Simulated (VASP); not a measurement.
# AlGaN2 (P-4m2) in VASP: notebook

The runs below take AlGaN2 through single point, with HSE06.

All numbers are computed with VASP 6.6.1; they aren't measurements. Logs are shortened: lines on timing, memory, paths and dates and some standing lists are left out, and cuts for length are marked.

## (1) The structure

It takes space group P-4m2 (No. 115, tetragonal). The conventional cell has a = 3.141 Å, b = 3.141 Å, c = 4.424 Å, α = 90.00°, β = 90.00°, γ = 90.00°. Ga (site symmetry -4m2) is surrounded by 4 N at 1.95 Å. Al (site symmetry -4m2) is surrounded by 4 N at 1.89 Å. N (site symmetry 2mm) has 2 Al at 1.89 Å and 2 Ga at 1.95 Å as nearest neighbours.

The cell comes from a database or a generator and needn't be the stable form of this composition.

## (2) Single point, HSE06

POSCAR

```
AlGaN2
1.0
    3.1408770487      0.0000000000      0.0000000000
    0.0000000000      3.1408770487      0.0000000000
    0.0000000000      0.0000000000      4.4238379400
Ga Al N
1 1 2
Direct
    0.0000000000      0.0000000000      0.0000000000
    0.5000000000      0.5000000000      0.5000000000
    0.0000000000      0.5000000000      0.2617351900
    0.5000000000      0.0000000000      0.7382648100
```

INCAR.step1

```
SYSTEM = AlGaN2
  ALGO = Normal
  EDIFF = 1E-5
  ENCUT = 400
  GGA = PE
  ISIF = 2
  ISMEAR = 0
  LASPH = .True.
  LCHARG = .False.
  LREAL = .False.
  LWAVE = .True.
  NBANDS = 21
  NELM = 100
  NKRED = 1
  PREC = Accurate
  SIGMA = 0.01
```

INCAR.step2

```
SYSTEM = AlGaN2
  ALGO = Normal
  EDIFF = 1E-6
  ENCUT = 400
  GGA = PE
  HFSCREEN = 0.2
  ISIF = 2
  ISMEAR = 0
  ISTART = 1
  LASPH = .True.
  LCHARG = .False.
  LHFCALC = .True.
  LREAL = .False.
  LWAVE = .False.
  NBANDS = 21
  NELM = 100
  NKRED = 1
  PREC = Accurate
  PRECFOCK = Normal
  SIGMA = 0.01
```

KPOINTS

```
k-points
0
Gamma
  5 5 3
  0 0 0
```

Potentials or basis: VASP PAW PBE potentials, release 64 (Ga_d, Al, N).

Started as:

```sh
cat potpaw_PBE.64/Ga_d/POTCAR potpaw_PBE.64/Al/POTCAR potpaw_PBE.64/N/POTCAR > POTCAR
cp INCAR.step1 INCAR
mpirun -np 1 vasp_std > vasp.out
cp INCAR.step2 INCAR
mpirun -np 1 vasp_std > vasp.out
```

OUTCAR:

```text
SYSTEM = AlGaN2
   EDIFF = 1E-6
   ENCUT = 400
   GGA = PE
   HFSCREEN = 0.2
   ISIF = 2
   ISMEAR = 0
   ISTART = 1
   LASPH = .True.
   LHFCALC = .True.
   LREAL = .False.
   NELM = 100
   NKRED = 1
   PREC = Accurate
   PRECFOCK = Normal

 Found     12 irreducible k-points:

 Following reciprocal coordinates:
            Coordinates               Weight
  0.000000  0.000000  0.000000      1.000000
  0.200000  0.000000  0.000000      4.000000
  0.400000  0.000000  0.000000      4.000000
  0.200000  0.200000  0.000000      4.000000
  0.400000  0.200000  0.000000      8.000000
  0.400000  0.400000  0.000000      4.000000
   k-points           NKPTS =     12   k-points in BZ     NKDIM =     75   number of bands    NBANDS=     21
   number of dos      NEDOS =    301   number of ions     NIONS =      4
   total plane-waves  NPLWV =  12000
   dimension x,y,z NGX =    20 NGY =   20 NGZ =   30
   dimension x,y,z NGXF=    40 NGYF=   40 NGZF=   60
   ions per type =               1   1   2
   NGX,Y,Z   is equivalent  to a cutoff of  10.59, 10.59, 11.27 a.u.
   NGXF,Y,Z  is equivalent  to a cutoff of  21.17, 21.17, 22.55 a.u.
 SYSTEM =  AlGaN2
   PREC   = accura    normal or accurate (medium, high low for compatibility)
   ISTART =      1    job   : 0-new  1-cont  2-samecut
   ICHARG =      0    charge: 1-file 2-atom 10-const
   ISPIN  =      1    spin polarized calculation?
   LNONCOLLINEAR =      F non collinear calculations
   LSORBIT =      F    spin-orbit coupling
   LASPH  =      T    aspherical Exc in radial PAW
   ENCUT  =  400.0 eV  29.40 Ry    5.42 a.u.   5.12  5.12  7.21*2*pi/ulx,y,z
   NELM   =    100;   NELMIN=  2; NELMDL=  0     # of ELM steps
   EDIFF  = 0.1E-05   stopping-criterion for ELM
   LREAL  =      F    real-space projection
   EDIFFG = 0.1E-04   stopping-criterion for IOM
   NSW    =      0    number of steps for IOM
   IBRION =     -1    ionic relax: 0-MD 1-quasi-New 2-CG
   NFREE  =      0    steps in history (QN), initial steepest desc. (CG)
   ISIF   =      2    stress and relaxation
   ISYM   =      3    0-nonsym 1-usesym 2-fastsym
   POTIM  = 0.5000    time-step for ionic-motion
   TEBEG  =    0.0;   TEEND  =   0.0 temperature during run
   PSTRESS=    0.0 pullay stress
   NELECT =      26.0000    total number of electrons
   NUPDOWN=      -1.0000    fix difference up-down
   EMIN   =  10.00;   EMAX   =-10.00  energy-range for DOS
   EFERMI =   0.00;   METHOD = LEGACY
   ISMEAR =     0;   SIGMA  =   0.01  broadening in eV -4-tet -1-fermi 0-gaus
   EFERMI_NEDOS =   21; number of points for ismear=-14 and -15
   IALGO  =     38    algorithm
   IMIX   =      1    mixing-type and parameters
     AMIX     =   0.40;   BMIX     =  1.00
     AMIX_MAG =   1.60;   BMIX_MAG =  1.00
  volume/ion in A,a.u.               =      10.91        73.63
  Fermi-wavevector in a.u.,A,eV,Ry     =   1.377523  2.603141 25.818009  1.897570
  Thomas-Fermi vector in A             =   2.502669
   LORBIT       =      0    0 simple, 1 ext, 2 COOP (PROOUT), +10 PAW based schemes
   GGA     = PE    functional components
   LHFCALC =     T    Hartree Fock is set to
   PRECFOCK=normal    Normal, Fast or Accurate (Low or Medium for compatibility)
   ENCUT4O =  -1.0   cutoff for four orbital integrals eV
   NKREDX  =     1    reduce k-point grid by
   NKREDY  =     1    reduce k-point grid by
   NKREDZ  =     1    reduce k-point grid by
   AEXX    =    0.2500 exact exchange contribution
   HFSCREEN=    0.2000 screening length (either q_TF or 0.3 A-1)
   HFSCREENC=   0.2000 screening length for correlation (either q_TF or 0.3 A-1)
   ENCUTFOCK=  -1.0 apply spherical cutoff to Coloumb kernel
   IVDW    =     0    specifies the selected vdW correction
   LEPSILON=     F    determine dielectric tensor
   LRPA    =     F    only Hartree local field effects (RPA)
 non-spin polarized calculation
 Gauss-broadening in eV      SIGMA  =   0.01
  energy-cutoff  :      400.00
  volume of cell :       43.64
 maximum number of plane-waves:       800
  NGX = 16; NGY = 16; NGZ = 24

 number of electron      26.0000036 magnetization

 Free energy of the ion-electron system (eV)
  ---------------------------------------------------
  ext. energy  EPLUGINS =         0.00000000
  ---------------------------------------------------
  free energy    TOTEN  =       -32.18224114 eV

  energy without entropy =      -32.18224114  energy(sigma->0) =      -32.18224114

 E-fermi :   4.8318     XC(G=0):  -9.2987

 val. band max:        4.7645726947   @ k =   0.0000   0.0000   0.0000
 cond. band min:       8.9383428221   @ k =   0.0000   0.0000   0.0000
 fundamental gap:      4.1737701274
 Fermi energy:         4.8318352388

 k-point     1 :       0.0000    0.0000    0.0000
  band No.  band energies     occupation
      1     -12.2510      2.00000
      2     -11.1784      2.00000
      3     -10.3151      2.00000
      4     -10.3151      2.00000
      5     -10.2471      2.00000
      6     -10.1158      2.00000
[... 13 lines left out ...]
     20      19.5889      0.00000
     21      21.7899      0.00000

 k-point     2 :       0.2000    0.0000    0.0000
  band No.  band energies     occupation
      1     -11.9325      2.00000
      2     -11.1721      2.00000
      3     -10.3094      2.00000
      4     -10.2913      2.00000
      5     -10.1823      2.00000
      6     -10.1397      2.00000
[... 13 lines left out ...]
     20      19.0428      0.00000
     21      20.5885      0.00000

 k-point     3 :       0.4000    0.0000    0.0000
  band No.  band energies     occupation
      1     -11.4287      2.00000
      2     -11.1648      2.00000
      3     -10.3003      2.00000
      4     -10.2251      2.00000
      5     -10.1786      2.00000
      6      -9.6847      2.00000
[... 13 lines left out ...]
     20      18.3962      0.00000
     21      18.9603      0.00000

 k-point     4 :       0.2000    0.2000    0.0000
  band No.  band energies     occupation
      1     -11.6693      2.00000
      2     -11.1580      2.00000
      3     -10.3271      2.00000
      4     -10.2361      2.00000
      5     -10.1779      2.00000
      6     -10.0594      2.00000
[... 13 lines left out ...]
     20      18.6429      0.00000
     21      19.0309      0.00000

 k-point     5 :       0.4000    0.2000    0.0000
  band No.  band energies     occupation
      1     -11.3136      2.00000
      2     -11.1332      2.00000
      3     -10.2941      2.00000
      4     -10.2221      2.00000
      5     -10.1873      2.00000
      6      -9.4471      2.00000
[... 13 lines left out ...]
     20      19.3650      0.00000
     21      19.8326      0.00000

 k-point     6 :       0.4000    0.4000    0.0000
  band No.  band energies     occupation
      1     -11.1563      2.00000
      2     -11.1299      2.00000
      3     -10.2844      2.00000
      4     -10.2031      2.00000
      5     -10.1537      2.00000
      6      -8.8034      2.00000
[... 13 lines left out ...]
     20      20.1951      0.00000
     21      21.1351      0.00000

 [... further k-points ...]
[... 5 lines left out ...]
  --------------------------------------------------------------------------------------
  -------------------------------------------------------------------------------------
  Total       -1.2065808     -1.2065808     -1.2358772      0.0000000      0.0000000      0.0000000
  in kB      -44.2961432    -44.2961432    -45.3716755      0.0000000      0.0000000      0.0000000
  external PRESSURE =     -44.6546540 kB  Pullay stress =       0.0000000 kB

 VOLUME and BASIS-vectors are now :
 -----------------------------------------------------------------------------
  energy-cutoff  :      400.00
  volume of cell :       43.64
      direct lattice vectors                 reciprocal lattice vectors
     3.140877049  0.000000000  0.000000000     0.318382409  0.000000000  0.000000000
     0.000000000  3.140877049  0.000000000     0.000000000  0.318382409  0.000000000
     0.000000000  0.000000000  4.423837940     0.000000000  0.000000000  0.226048064

 POSITION                                       TOTAL-FORCE (eV/Angst)
 -----------------------------------------------------------------------------------
      0.00000      0.00000      0.00000        -0.000000     -0.000000      0.000000
      1.57044      1.57044      2.21192         0.000000     -0.000000      0.000000
      0.00000      1.57044      1.15787        -0.000000     -0.000000     -0.115092
      1.57044      0.00000      3.26596        -0.000000      0.000000      0.115092
 -----------------------------------------------------------------------------------
    total drift:                                0.000000     -0.000000     -0.000004

  FREE ENERGIE OF THE ION-ELECTRON SYSTEM (eV)
  ---------------------------------------------------
  free  energy   TOTEN  =       -32.1822411415 eV

  energy  without entropy=      -32.1822411415  energy(sigma->0) =      -32.18224114
```

Run time: 5.4 min. Hardware: 1 thread of Intel Xeon 6975P-C (Granite Rapids), shared host; peak memory 0.25 GiB.

These settings aren't checked as converged: the numbers below hold their error.

What came out:

| Item | Value |
| --- | --- |
| Free energy | -32.1822 eV |
| Largest force | 0.115 eV/Å |
| Band gap on the k mesh | 4.17 eV, direct |

Caveat: the k mesh is coarse (spacing up to 0.47 Å⁻¹), so the values aren't converged, least of all with exact exchange; the cutoff is under 1.25 times the usual one of these potentials, so pressure, stress and relaxed cells hold a basis-set (Pulay) error; the PAW data sets were made with another functional, which shifts forces and pressure a little.

## (3) Single point, HSE06

POSCAR is that of step 2.

INCAR.step1, as its differences from that of step 2:

```diff
@@ -3,3 +3,3 @@
   EDIFF = 1E-5
-  ENCUT = 400
+  ENCUT = 520
   GGA = PE
```

INCAR.step2, as its differences from that of step 2:

```diff
@@ -3,3 +3,3 @@
   EDIFF = 1E-6
-  ENCUT = 400
+  ENCUT = 520
   GGA = PE
@@ -18,3 +18,3 @@
   PREC = Accurate
-  PRECFOCK = Normal
+  PRECFOCK = Fast
   SIGMA = 0.01
```

KPOINTS is that of step 2.

Potentials or basis: VASP PAW PBE potentials, release 64 (Ga_d, Al, N).

Started as:

```sh
cat potpaw_PBE.64/Ga_d/POTCAR potpaw_PBE.64/Al/POTCAR potpaw_PBE.64/N/POTCAR > POTCAR
cp INCAR.step1 INCAR
mpirun -np 1 vasp_std > vasp.out
cp INCAR.step2 INCAR
mpirun -np 1 vasp_std > vasp.out
```

It took 4.5 min on 1 thread of Intel Xeon 6975P-C (Granite Rapids), shared host; peak memory 0.27 GiB.

The run converged, but some of its settings lie outside the range that counts as converged, so its numbers aren't taken as properties of the crystal.

Results:

```
Free energy            : -32.1931 eV
Pressure               : -0.8 GPa
Largest force          : 0.120 eV/Å
Band gap on the k mesh : 4.18 eV, direct
```

Caveat: the k mesh is coarse (spacing up to 0.47 Å⁻¹), so the values aren't converged, least of all with exact exchange; the PAW data sets were made with another functional, which shifts forces and pressure a little.

## (4) Single point, HSE06

POSCAR is that of step 3.

INCAR.step1 is that of step 3.

INCAR.step2 is that of step 3.

KPOINTS

```
k-points
0
Gamma
  5 5 4
  0 0 0
```

Started as:

```sh
cat potpaw_PBE.64/Ga_d/POTCAR potpaw_PBE.64/Al/POTCAR potpaw_PBE.64/N/POTCAR > POTCAR
cp INCAR.step1 INCAR
mpirun -np 1 vasp_std > vasp.out
cp INCAR.step2 INCAR
mpirun -np 1 vasp_std > vasp.out
```

It took 9.5 min on 1 thread of Intel Xeon 6975P-C (Granite Rapids), shared host; peak memory 0.28 GiB.

The run converged, but some of its settings lie outside the range that counts as converged, so its numbers aren't taken as properties of the crystal.

Results:

```
Free energy            : -32.1929 eV
Pressure               : -0.8 GPa
Largest force          : 0.122 eV/Å
Band gap on the k mesh : 4.18 eV, direct
```

Caveat: the PAW data sets were made with another functional, which shifts forces and pressure a little.
